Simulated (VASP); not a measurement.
## KCl (Sylvite): cell size and functional

Which functional gives which lattice for KCl (Sylvite)? The starting structure is a measured crystal structure from the Crystallography Open Database. The first relaxation on each setting starts from this cell expanded by 3 % in volume.

Calculated with VASP 6.6.1; Kohn-Sham DFT with plane waves and PAW; PBEsol, LDA, PBE, PBEsol + D3(BJ), r2SCAN and r2SCAN + rVV10.

**1. The structure**

Symmetry: Fm-3m, No. 225, cubic system. The conventional cell has a = 6.293 Å, b = 6.293 Å, c = 6.293 Å, α = 90.00°, β = 90.00°, γ = 90.00°. K has 6 Cl at 3.15 Å nearest. Nearest to Cl lie 6 K at 3.15 Å. Farther neighbours and most contacts between anions are not listed.

Structure file:

```
K Cl
1.0
     0.00000    3.14647    3.14647
     3.14647    0.00000    3.14647
     3.14647    3.14647    0.00000
K Cl
1 1
Direct
  0.00000 0.00000 0.00000
  0.50000 0.50000 0.50000
```

**2. Relaxation with PBEsol**

PBEsol restores the gradient expansion of exchange and is tuned for the cells of solids. This run starts from the cell of an earlier relaxation, which isn't shown; the restart sets up the plane waves anew.

File INCAR:

```
SYSTEM = KCl
PREC = Accurate
ENCUT = 450
EDIFF = 1E-06
NELM = 100
ISMEAR = 0
SIGMA = 0.03
LREAL = .FALSE.
ALGO = Normal
GGA = PS
NBANDS = 14
LORBIT = 11
LWAVE = .FALSE.
LCHARG = .FALSE.
KPAR = 4
IBRION = 2
NSW = 50
ISIF = 3
EDIFFG = -0.006
```

File POSCAR:

```
KCl
1.0
    0.0000000000      3.1234713567      3.1234713567
    3.1234713567      0.0000000000      3.1234713567
    3.1234713567      3.1234713567      0.0000000000
K Cl
1 1
Direct
    0.0000000000      0.0000000000      0.0000000000
    0.5000000000      0.5000000000      0.5000000000
```

File KPOINTS:

```
Automatic mesh
0
Gamma
6 6 6
0 0 0
```

PAW data sets: K_sv and Cl (PBE family, release 64).

Run with:

```sh
> mpirun -np 4 vasp_std
```

The program printed:

```text
[banner, memory and clock lines left out]
running    4 mpi-ranks, on    1 nodes
 distrk:  each k-point on    1 cores,    4 groups
 distr:  one band on    1 cores,    1 groups

 POSCAR found type information on POSCAR K Cl
 POSCAR found :  2 types and       2 ions
|                                                                             |
|               ----> ADVICE to this user running VASP <----                  |
|                                                                             |
|     You enforced a specific xc type in the INCAR file but a different       |
|     [... a line on the potential file left out ...]
|     I HOPE YOU KNOW WHAT YOU ARE DOING!                                     |
|                                                                             |

 LDA part: xc-table for (Slater+PW92), standard interpolation
 POSCAR, INCAR and KPOINTS ok, starting setup
 FFT: planning ... GRIDC
 FFT: planning ... GRID_SOFT
 FFT: planning ... GRID
 WAVECAR not read
 entering main loop
       N       E                     dE             d eps       ncg     rms          rms(c)
DAV:   1     0.977657551528E+02    0.97766E+02   -0.67466E+03   448   0.923E+02
DAV:   2    -0.120515586918E+01   -0.98971E+02   -0.91324E+02   582   0.238E+02
DAV:   3    -0.708071275616E+01   -0.58756E+01   -0.58441E+01   610   0.521E+01
DAV:   4    -0.726641936432E+01   -0.18571E+00   -0.18562E+00   662   0.862E+00
DAV:   5    -0.726792511099E+01   -0.15057E-02   -0.15057E-02   610   0.890E-01    0.334E+00
DAV:   6    -0.702578970892E+01    0.24214E+00   -0.38432E-01   532   0.339E+00    0.275E+00
DAV:   7    -0.701232055468E+01    0.13469E-01   -0.88633E-02   592   0.178E+00    0.157E+00
DAV:   8    -0.702214927627E+01   -0.98287E-02   -0.16189E-02   590   0.965E-01    0.194E-01
DAV:   9    -0.702265157523E+01   -0.50230E-03   -0.77610E-04   580   0.177E-01    0.974E-02
DAV:  10    -0.702322082845E+01   -0.56925E-03   -0.55237E-04   466   0.154E-01    0.203E-02
DAV:  11    -0.702323269983E+01   -0.11871E-04   -0.19590E-05   620   0.278E-02    0.125E-02
DAV:  12    -0.702323619937E+01   -0.34995E-05   -0.70683E-06   496   0.159E-02    0.689E-03
DAV:  13    -0.702323607390E+01    0.12547E-06   -0.65375E-07   424   0.573E-03
   1 F= -.70232361E+01 E0= -.70232361E+01  d E =-.702324E+01
 curvature:   0.00 expect dE= 0.000E+00 dE for cont linesearch  0.000E+00
 trial: gam= 0.00000 g(F)=  0.193E-60 g(S)=  0.413E-06 ort = 0.000E+00 (trialstep = 0.100E+01)
 search vector abs. value=  0.414E-06
 reached required accuracy - stopping structural energy minimisation
```

The job ended after 7.4 s (4 MPI ranks of AMD EPYC 7R43, shared host; peak memory 0.58 GiB; 27 s of CPU time).

The logs omit lines about the potential files and the build; timing stands in the text.

From OUTCAR (step 2):

```text
ion  position               nearest neighbor table
   1  0.000  0.000  0.000-   2 3.12   2 3.12   2 3.12   2 3.12   2 3.12   2 3.12
   2  0.500  0.500  0.500-   1 3.12   1 3.12   1 3.12   1 3.12   1 3.12   1 3.12

  LATTYP: Found a face centered cubic cell.
 ALAT       =     6.2469427134

 Subroutine GETGRP returns: Found 48 space group operations
 (whereof 48 operations were pure point group operations)

The static configuration has the point symmetry O_h .

 Found     16 irreducible k-points:

   k-points           NKPTS =     16   k-points in BZ     NKDIM =     16   number of bands    NBANDS=     14

   dimension x,y,z NGX =    32 NGY =   32 NGZ =   32
   dimension x,y,z NGXF=    64 NGYF=   64 NGZF=   64

   ENCUT  =  450.0 eV  33.07 Ry    5.75 a.u.   7.64  7.64  7.64*2*pi/ulx,y,z

   NELECT =      16.0000    total number of electrons

 k-points in reciprocal lattice and weights: Automatic mesh
   0.00000000  0.00000000  0.00000000       0.005
   0.16666667  0.00000000  0.00000000       0.037
   0.33333333  0.00000000  0.00000000       0.037
   0.50000000  0.00000000  0.00000000       0.019
   0.16666667  0.16666667  0.00000000       0.028
   0.33333333  0.16666667  0.00000000       0.111
   0.50000000  0.16666667  0.00000000       0.111
  -0.33333333  0.16666667  0.00000000       0.111
  -0.16666667  0.16666667  0.00000000       0.056
[...]
-0.33333333  0.33333333  0.16666667       0.111
  -0.33333333  0.50000000  0.16666667       0.056

 average (electrostatic) potential at core
       1 -35.9898       2 -94.4477

 E-fermi :  -1.6375

 k-point     1 :       0.0000    0.0000    0.0000
  band No.  band energies     occupation
    ...
      4     -12.3361      2.00000
      5     -12.3361      2.00000
      6      -1.8177      2.00000
      7      -1.8177      2.00000
      8      -1.8177      2.00000
      9       3.2744      0.00000
     10       6.4840      0.00000
     11       6.4840      0.00000
     12       6.4840      0.00000
     13       7.3837      0.00000
    ...

 k-point     2 :       0.1667    0.0000    0.0000
  band No.  band energies     occupation
    ...
      4     -12.3387      2.00000
      5     -12.2689      2.00000
      6      -2.1560      2.00000
      7      -1.9109      2.00000
      8      -1.9109      2.00000
      9       3.9307      0.00000
     10       6.2988      0.00000
     11       6.8395      0.00000
     12       6.8395      0.00000
     13       7.7733      0.00000
    ...

 k-point     3 :       0.3333    0.0000    0.0000
  band No.  band energies     occupation
    ...
      4     -12.3438      2.00000
      5     -12.1441      2.00000
      6      -2.7071      2.00000
      7      -2.0867      2.00000
      8      -2.0867      2.00000
      9       5.1608      0.00000
     10       6.3821      0.00000
     11       7.8066      0.00000
     12       7.8066      0.00000
     13       8.7558      0.00000
    ...

  Total        0.0023903      0.0023903      0.0023903      0.0000000     -0.0000000      0.0000000
  in kB        0.0628386      0.0628386      0.0628386      0.0000000     -0.0000000      0.0000000
  external PRESSURE =       0.0628386 kB  Pullay stress =       0.0000000 kB

  energy-cutoff  :      450.00
  volume of cell :       60.95
      direct lattice vectors                 reciprocal lattice vectors
     0.000000000  3.123471357  3.123471357    -0.160078305  0.160078305  0.160078305
     3.123471357  0.000000000  3.123471357     0.160078305 -0.160078305  0.160078305
     3.123471357  3.123471357  0.000000000     0.160078305  0.160078305 -0.160078305

 POSITION                                       TOTAL-FORCE (eV/Angst)
 -----------------------------------------------------------------------------------
      0.00000      0.00000      0.00000         0.000000      0.000000      0.000000
      3.12347      3.12347      3.12347        -0.000000     -0.000000     -0.000000
 -----------------------------------------------------------------------------------
    total drift:                                0.000000     -0.000000     -0.000000

  FREE ENERGIE OF THE ION-ELECTRON SYSTEM (eV)
  ---------------------------------------------------
  free  energy   TOTEN  =        -7.0232360739 eV

  energy  without entropy=       -7.0232360739  energy(sigma->0) =       -7.02323607

 reached required accuracy - stopping structural energy minimisation

 total charge
# of ion       s       p       d       tot
------------------------------------------
    1        1.956   5.569   0.027   7.553
    2        1.578   3.544   0.000   5.122
--------------------------------------------------
tot          3.535   9.113   0.027  12.675

[... 3 further parts left out ...]
```

The PAW data sets were made with PBE, which is usual practice but a small mismatch for other functionals. The run keeps the 48 symmetry operations of its start, so it cannot find a distortion of lower symmetry.

With PBEsol the relaxed cell holds 30.473 Å³ an atom, -2.18 % against the measured cell, with a = 6.247 Å.

**3. Relaxation with LDA**

LDA, the lowest rung, knows the local density alone. This run starts from the cell of an earlier relaxation, which isn't shown; the restart sets up the plane waves anew.

Changes to INCAR since step 2:

```diff
@@ -9,3 +9,3 @@
 ALGO = Normal
-GGA = PS
+GGA = CA
 NBANDS = 14
```

File POSCAR:

```
KCl
1.0
    0.0000000000      3.0406703328      3.0406703328
    3.0406703328      0.0000000000      3.0406703328
    3.0406703328      3.0406703328      0.0000000000
K Cl
1 1
Direct
    0.0000000000      0.0000000000      0.0000000000
    0.5000000000      0.5000000000      0.5000000000
```

KPOINTS is that of step 2.

Potentials, in the order of the species: K_sv and Cl (LDA family, release 64).

Run with:

```sh
> mpirun -np 4 vasp_std
```

The program printed:

```text
[banner, memory and clock lines left out]
running    4 mpi-ranks, on    1 nodes
[...]
LDA part: xc-table for (Slater(with rela. corr.)+CA(PZ))
 , standard interpolation
 POSCAR, INCAR and KPOINTS ok, starting setup
[...]
entering main loop
       N       E                     dE             d eps       ncg     rms          rms(c)
DAV:   1     0.100156235029E+03    0.10016E+03   -0.67439E+03   448   0.947E+02
DAV:   2    -0.183159131339E+01   -0.10199E+03   -0.94819E+02   586   0.259E+02
DAV:   3    -0.746623266640E+01   -0.56346E+01   -0.56058E+01   610   0.513E+01
DAV:   4    -0.768029889564E+01   -0.21407E+00   -0.21399E+00   676   0.937E+00
[...]
DAV:   9    -0.740750882542E+01   -0.65749E-05   -0.48950E-04   614   0.133E-01    0.716E-02
DAV:  10    -0.740759428089E+01   -0.85455E-04   -0.56838E-05   512   0.570E-02    0.613E-03
DAV:  11    -0.740759515870E+01   -0.87782E-06   -0.22215E-06   566   0.114E-02
   1 F= -.74075952E+01 E0= -.74075952E+01  d E =-.740760E+01
[...]
reached required accuracy - stopping structural energy minimisation
```

Run time: 5.8 s. Hardware: 4 MPI ranks; peak memory 0.45 GiB.

OUTCAR, selected parts (step 3):

```text
  Total        0.0075868      0.0075868      0.0075868      0.0000000      0.0000000      0.0000000
  in kB        0.2161881      0.2161881      0.2161881      0.0000000      0.0000000      0.0000000
  external PRESSURE =       0.2161881 kB  Pullay stress =       0.0000000 kB

 POSITION                                       TOTAL-FORCE (eV/Angst)
 -----------------------------------------------------------------------------------
      0.00000      0.00000      0.00000        -0.000000     -0.000000     -0.000000
      3.04067      3.04067      3.04067         0.000000      0.000000      0.000000
 -----------------------------------------------------------------------------------
    total drift:                                0.000000      0.000000      0.000000

  FREE ENERGIE OF THE ION-ELECTRON SYSTEM (eV)
  ---------------------------------------------------
  free  energy   TOTEN  =        -7.4075951587 eV

  energy  without entropy=       -7.4075951587  energy(sigma->0) =       -7.40759516

[... 2 parts as in an earlier step ...]

[... 2 further parts left out ...]
[key lines of the parts left out:]
E-fermi :  -1.4609
```

With LDA the relaxed cell holds 28.113 Å³ an atom, -9.75 % against the measured cell, with a = 6.081 Å. That is -7.74 % from PBEsol.

**4. Relaxation with PBE**

PBE, the usual starting point, adds the gradient of the density.

Changes to INCAR since step 3:

```diff
@@ -9,3 +9,3 @@
 ALGO = Normal
-GGA = CA
+GGA = PE
 NBANDS = 14
```

File POSCAR:

```
KCl
1.0
    0.0000000000      3.1776251945      3.1776251945
    3.1776251945      0.0000000000      3.1776251945
    3.1776251945      3.1776251945      0.0000000000
K Cl
1 1
Direct
    0.0000000000      0.0000000000      0.0000000000
    0.5000000000      0.5000000000      0.5000000000
```

KPOINTS is that of step 3.

PAW data sets: K_sv and Cl (PBE family, release 64).

Run with:

```sh
> mpirun -np 4 vasp_std
```

The program printed:

```text
[banner, memory and clock lines left out]
running    4 mpi-ranks, on    1 nodes
[...]
LDA part: xc-table for (Slater+PW92), standard interpolation
 POSCAR, INCAR and KPOINTS ok, starting setup
[...]
entering main loop
       N       E                     dE             d eps       ncg     rms          rms(c)
DAV:   1     0.924870397598E+02    0.92487E+02   -0.65394E+03   448   0.915E+02
DAV:   2    -0.154743709850E+01   -0.94034E+02   -0.88168E+02   626   0.231E+02
DAV:   3    -0.693169792304E+01   -0.53843E+01   -0.53618E+01   598   0.493E+01
DAV:   4    -0.710788582673E+01   -0.17619E+00   -0.17614E+00   680   0.829E+00
[...]
DAV:  11    -0.680973254983E+01   -0.51636E-05   -0.28834E-05   612   0.306E-02    0.859E-03
DAV:  12    -0.680973562403E+01   -0.30742E-05   -0.47968E-06   490   0.151E-02    0.175E-03
DAV:  13    -0.680973598831E+01   -0.36428E-06   -0.51902E-07   396   0.514E-03
   1 F= -.68097360E+01 E0= -.68097360E+01  d E =-.680974E+01
[... from here on, the cycles between the ionic steps are left out ...]
   2 F= -.68101279E+01 E0= -.68101279E+01  d E =-.391943E-03
   3 F= -.68102433E+01 E0= -.68102433E+01  d E =-.507299E-03
   4 F= -.68101587E+01 E0= -.68101587E+01  d E =-.422688E-03
   5 F= -.68102601E+01 E0= -.68102601E+01  d E =-.524063E-03
[...]
reached required accuracy - stopping structural energy minimisation
```

Run time: 21 s. Hardware: 4 MPI ranks; peak memory 0.62 GiB; 80 s of CPU time.

Parts of OUTCAR (step 4):

```text
  Total        0.0058440      0.0058440      0.0058440      0.0000000     -0.0000000      0.0000000
  in kB        0.1441337      0.1441337      0.1441337      0.0000000     -0.0000000      0.0000000
  external PRESSURE =       0.1441337 kB  Pullay stress =       0.0000000 kB

 POSITION                                       TOTAL-FORCE (eV/Angst)
 -----------------------------------------------------------------------------------
      0.00000      0.00000      0.00000        -0.000000     -0.000000     -0.000000
      3.19062      3.19062      3.19062         0.000000      0.000000      0.000000
 -----------------------------------------------------------------------------------
    total drift:                                0.000000     -0.000000     -0.000000

  FREE ENERGIE OF THE ION-ELECTRON SYSTEM (eV)
  ---------------------------------------------------
  free  energy   TOTEN  =        -6.8102600516 eV

  energy  without entropy=       -6.8102600516  energy(sigma->0) =       -6.81026005

[... 2 parts as in an earlier step ...]

[... 2 further parts left out ...]
[key lines of the parts left out:]
E-fermi :  -1.8627
```

With PBE the relaxed cell holds 32.481 Å³ an atom, +4.27 % against the measured cell, with a = 6.381 Å. That is +6.59 % from PBEsol.

**5. Relaxation with PBEsol + D3(BJ)**

D3 with Becke-Johnson damping keeps a finite attraction at short range. This run starts from the cell of an earlier relaxation, which isn't shown; the restart sets up the plane waves anew.

Changes to INCAR since step 4:

```diff
@@ -9,3 +9,4 @@
 ALGO = Normal
-GGA = PE
+GGA = PS
+IVDW = 12
 NBANDS = 14
```

File POSCAR:

```
KCl
1.0
    0.0000000000      3.0663769237      3.0663769237
    3.0663769237      0.0000000000      3.0663769237
    3.0663769237      3.0663769237      0.0000000000
K Cl
1 1
Direct
    0.0000000000      0.0000000000      0.0000000000
    0.5000000000      0.5000000000      0.5000000000
```

KPOINTS is that of step 4.

Run with:

```sh
> mpirun -np 4 vasp_std
```

The program printed:

```text
[banner, memory and clock lines left out]
running    4 mpi-ranks, on    1 nodes
[...]
[... a notice as in an earlier step ...]

 LDA part: xc-table for (Slater+PW92), standard interpolation
 POSCAR, INCAR and KPOINTS ok, starting setup
[...]
entering main loop
       N       E                     dE             d eps       ncg     rms          rms(c)
DAV:   1     0.886611405250E+02    0.88661E+02   -0.66957E+03   448   0.922E+02
DAV:   2    -0.195588436910E+01   -0.90617E+02   -0.85521E+02   584   0.236E+02
DAV:   3    -0.705623984066E+01   -0.51004E+01   -0.50764E+01   614   0.498E+01
DAV:   4    -0.724373230773E+01   -0.18749E+00   -0.18741E+00   700   0.844E+00
[...]
DAV:  11    -0.701039913531E+01   -0.72249E-05   -0.14633E-05   602   0.241E-02    0.118E-02
DAV:  12    -0.701040190901E+01   -0.27737E-05   -0.53088E-06   484   0.145E-02    0.588E-03
DAV:  13    -0.701040181176E+01    0.97251E-07   -0.51734E-07   410   0.528E-03
   1 F= -.74163904E+01 E0= -.74163904E+01  d E =-.741639E+01
[...]
reached required accuracy - stopping structural energy minimisation
```

Elapsed: 5.4 s, on 4 MPI ranks; peak memory 0.57 GiB.

OUTCAR, selected parts (step 5):

```text
 Edisp (eV)   -0.40599

  Total       0.00479     0.00479     0.00479    -0.00000     0.00000     0.00000
  in kB       0.13299     0.13299     0.13299    -0.00000     0.00000     0.00000
  external pressure =        0.13 kB  Pullay stress =        0.00 kB

 POSITION                                       TOTAL-FORCE (eV/Angst)
 -----------------------------------------------------------------------------------
      0.00000      0.00000      0.00000         0.000000      0.000000     -0.000000
      3.06638      3.06638      3.06638        -0.000000     -0.000000      0.000000
 -----------------------------------------------------------------------------------
    total drift:                                0.000000      0.000000      0.000000

  FREE ENERGIE OF THE ION-ELECTRON SYSTEM (eV)
  ---------------------------------------------------
  free  energy   TOTEN  =        -7.4163903725 eV

  energy  without entropy=       -7.4163903725  energy(sigma->0) =       -7.41639037

[... 2 parts as in an earlier step ...]

[... 2 further parts left out ...]
[key lines of the parts left out:]
E-fermi :  -1.4409
```

With PBEsol + D3(BJ) the relaxed cell holds 28.832 Å³ an atom, -7.44 % against the measured cell, with a = 6.133 Å. That is -5.38 % from PBEsol.

(Part 1 of 2 ends here.)

[Lines on the potential files, build, host, timing and source positions are cut from VASP's logs without a mark.]

[Logs are printed without paths, hosts, clocks, repeated set-up lines and the standing remarks that a program may print on its own settings, such as how far it seeks lower states.]

[Hosts, paths, dates, database ids (printed as entryN), source tags and the programs' standing remarks are cut or masked in the printed files.]
